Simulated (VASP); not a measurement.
Pb:

```
Pb
1.0
     3.19966    0.00000    0.00000
     0.00000    3.19966    0.00000
     0.00000    0.00000    3.19966
Pb
1
Direct
  0.00000 0.00000 0.00000
```

The cell was built by a generator and needn't be a form met in nature.

| Item | Value |
| --- | --- |
| Program | VASP 6.6.1 |
| Task | relaxation of cell and atoms |
| Functional | RPBE |
| Potentials or basis | VASP PAW PBE potentials, release 64 (Pb_d) |
| Cutoff | 600 eV |
| k mesh | 10 × 10 × 10 |
| Occupations | fermi-dirac, width 0.1 eV |
| Spin | no spin polarisation |

At the start: pressure 3.4 GPa; volume 32.76 Å³/atom.

How do energy, volume and symmetry change on relaxing?

Over 3 steps the energy falls by 29.5 meV/atom and the volume is 35.80 Å³/atom (+9.3 %); space group Pm-3m (No. 221, to 0.05 Å).

Step by step:
| step | energy change (eV) | largest force (eV/Å) | pressure (GPa) | volume (Å³) |
| --- | --- | --- | --- | --- |
| 1 | 0.0000 | 0.0000 | 3.42 | 32.76 |
| 2 | -0.0291 | 0.0000 | -0.30 | 36.19 |
| 3 | -0.0295 | 0.0000 | 0.00 | 35.80 |

Final structure:
```cif
data_structure
_symmetry_space_group_name_H-M 'P 1'
_symmetry_Int_Tables_number 1
_cell_length_a 3.2959
_cell_length_b 3.2959
_cell_length_c 3.2959
_cell_angle_alpha 90.000
_cell_angle_beta 90.000
_cell_angle_gamma 90.000
_cell_volume 35.80
loop_
_atom_site_label
_atom_site_type_symbol
_atom_site_fract_x
_atom_site_fract_y
_atom_site_fract_z
_atom_site_occupancy
Pb1 Pb 0.00000 0.00000 0.00000 1
```

Caveat: the PAW data sets were made with another functional, which shifts forces and pressure a little.
